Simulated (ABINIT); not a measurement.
A calculation with ABINIT 10.8.3 (patched build) of Ta (native input, structure from a POSCAR):

Contents of run.abi:

```
pp_dirpath "./"
pseudos "Ta.GGA_PBE-JTH.xml"

structure "poscar:POSCAR"
natom 1

ecut 15.0
pawecutdg 30.0

kptopt 1
ngkpt 11 11 11
nshiftk 1
shiftk 0.0 0.0 0.0

ixc 11

nband 11
occopt 3
tsmear 0.00183747

nstep 100
tolvrs 1.0e-9

iomode 3
prtwf 0
prtden 0
prteig 0
prtebands 0
```

The input POSCAR:

```
Ta
1.0
   -1.6512800000      1.6512800000      1.6512800000
    1.6512800000     -1.6512800000      1.6512800000
    1.6512800000      1.6512800000     -1.6512800000
Ta
1
Direct
    0.0000000000      0.0000000000      0.0000000000  Ta
```

Potentials or basis: JTH PAW PBE v2.0.

Run with:

```console
$ abinit run.abi > log 2>&1
```

**Question.** Write the same calculation in another form: ASE script, Cartesian positions.

**Answer.** As run:

File run.py:

```python
import json, os
import numpy as np
from ase.units import GPa
from ase.calculators.abinit import Abinit, AbinitProfile
from ase.io import read

atoms = read('Ta.xyz')

profile = AbinitProfile(command='abinit', pp_paths=[os.path.abspath('pseudos')])
params = dict(
    pps='pawxml', xc='PBE',
    ecut=408.1708,
    pawecutdg=816.3416,
    kptopt=1,
    ngkpt=[11, 11, 11],
    nshiftk=1,
    shiftk=[0.0, 0.0, 0.0],
    ixc=11,
    nband=11,
    occopt=3,
    tsmear=0.05,
    nstep=100,
    tolvrs=1e-09,
    prtwf=0,
    prtden=0,
)

atoms.calc = Abinit(profile=profile, directory='run', **params)
energy = atoms.get_potential_energy()
forces = atoms.get_forces()
stress = atoms.get_stress()
print(f'energy {energy:.6f} eV')
print('forces (eV/A)')
print(np.round(forces, 5))
print('stress (GPa, Voigt, tension positive)', np.round(stress / GPa, 4))
json.dump(dict(energy=energy, forces=forces.tolist(), stress=stress.tolist(), cell=atoms.cell.tolist(), frac=atoms.get_scaled_positions(wrap=False).tolist()), open('results.json', 'w'))
```

The input Ta.xyz:

```xyz
1
Lattice="-1.6512800000 1.6512800000 1.6512800000 1.6512800000 -1.6512800000 1.6512800000 1.6512800000 1.6512800000 -1.6512800000" Properties=species:S:1:pos:R:3 pbc="T T T"
Ta     0.0000000000      0.0000000000      0.0000000000
```

Potentials or basis: JTH PAW PBE v2.0.

The run is started by

```sh
$ python run.py
```

Both were run:

|  | native input, structure from a POSCAR | ASE script, Cartesian positions |
| --- | --- | --- |
| Band gap on the k mesh | none (metal or under the smearing width) | none (metal or under the smearing width) |
| Valence electrons inside the program's atomic spheres | Ta 10.66 (radii [1.2805] Å) | Ta 10.66 (radii [1.2805] Å) |

Keys that steer only the numerical path or the files written may differ.

Caveat: the cutoff is too short for stress, so the log's stress isn't used.
